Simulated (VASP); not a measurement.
A run of VASP 6.6.1 is set up as follows.

Contents of INCAR:

```
SYSTEM = HfO2
ALGO     = Fast           ! electronic algorithm
EDIFF    = 1E-6           ! SCF threshold, eV
EDIFFG   = -0.005         ! ionic threshold
ENCUT    = 600            ! plane-wave cutoff, eV
IBRION   = 2              ! ionic algorithm
ISIF     = 3              ! what is computed and relaxed
ISMEAR   = -1             ! smearing method
KPAR     = 8            
LASPH    = .TRUE.         ! aspherical terms in the spheres
LCHARG   = .FALSE.        ! write CHGCAR
LREAL    = .FALSE.        ! projectors in reciprocal space
LWAVE    = .FALSE.        ! write WAVECAR
NELM     = 60             ! most SCF steps
NSW      = 60             ! ionic steps
PREC     = Accurate       ! precision mode
SIGMA    = 0.05           ! smearing width, eV
```

File KPOINTS:

```
k-points
0
G
  6 6 4
  0 0 0
```

The input POSCAR:

```
HfO2
1.0
    3.6043260000      0.0000000000      0.0000000000
    0.0000000000      3.6043260000      0.0000000000
    0.0000000000      0.0000000000      5.2635560000
Hf O
2 4
Direct
    0.5000000000      0.5000000000      0.5000000000
    0.0000000000      0.0000000000      0.0000000000
    0.0000000000      0.5000000000      0.6932930000
    0.5000000000      0.0000000000      0.8067070000
    0.5000000000      0.0000000000      0.3067070000
    0.0000000000      0.5000000000      0.1932930000
```

Potentials or basis: VASP PAW LDA potentials, release 64 (Hf_pv, O).

Launch:

```sh
$ cat potpaw_LDA.64/Hf_pv/POTCAR potpaw_LDA.64/O/POTCAR > POTCAR
$ mpirun -np 8 vasp_std > vasp.out
```

Question: What does it give for the relaxed volume?

Answer: 10.50 Å³/atom.

Question: Predict the space group after relaxing (to 0.05 Å).

Answer: P4_2/nmc (No. 137).

The path:
| step | energy change (eV) | largest force (eV/Å) | pressure (GPa) | volume (Å³) |
| --- | --- | --- | --- | --- |
| 1 | 0.0000 | 0.1506 | -16.31 | 68.38 |
| 2 | 0.4511 | 1.1333 | 36.86 | 57.53 |
| 3 | -0.2396 | 0.2561 | -0.76 | 64.11 |
| 4 | -0.2399 | 0.2697 | -0.21 | 63.99 |
| 5 | -0.2399 | 0.2787 | 0.13 | 63.90 |
| 6 | -0.2541 | 0.2406 | 0.22 | 63.67 |
| 7 | -0.2680 | 0.1594 | 0.72 | 63.09 |
| 8 | -0.2771 | 0.0624 | -0.47 | 63.20 |
| 9 | -0.2789 | 0.0047 | -1.17 | 63.27 |
| 10 | -0.2796 | 0.0108 | 0.88 | 62.78 |
| 11 | -0.2802 | 0.0095 | 0.00 | 62.98 |
| 12 | -0.2802 | 0.0081 | 0.04 | 62.96 |
| 13 | -0.2802 | 0.0077 | 0.08 | 62.95 |
| 14 | -0.2803 | 0.0028 | -0.08 | 62.98 |
| 15 | -0.2803 | 0.0060 | -0.05 | 62.97 |
| 16 | -0.2803 | 0.0043 | -0.04 | 62.97 |
